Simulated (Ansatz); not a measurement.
The system is MgB2.

```
Mg B
1.0
     3.08500    0.00000    0.00000
    -1.54250    2.67169    0.00000
     0.00000    0.00000    3.52300
Mg B
1 2
Direct
  0.00000 0.00000 0.00000
  0.66667 0.33333 0.50000
  0.33333 0.66667 0.50000
```

Base run:

```yaml
Program: Ansatz 0.2.0
Functional: BLYP
Potentials_or_basis: Ansatz PAW
Cutoff: 420 eV
Density_cutoff: 1680 eV
k_mesh: 10 × 10 × 8
Occupations: fermi-dirac, width 0.05 eV
Spin: no spin polarisation
```

Its results: band gap on the k mesh none (metal or under the smearing width); pressure 1.0 GPa.

**Question.** The run is repeated on the same cell with these changes: functional from BLYP to revPBE. What comes out?

**Answer.** Band gap on the k mesh none (metal or under the smearing width); pressure 1.8 GPa.

Caveats: the potentials were made for another functional, which shifts forces and pressure; the PAW data sets come from PBE, with cores solved anew for the run's functional, which leaves a small shift of forces and pressure.

Not every run made on this cell is shown here.
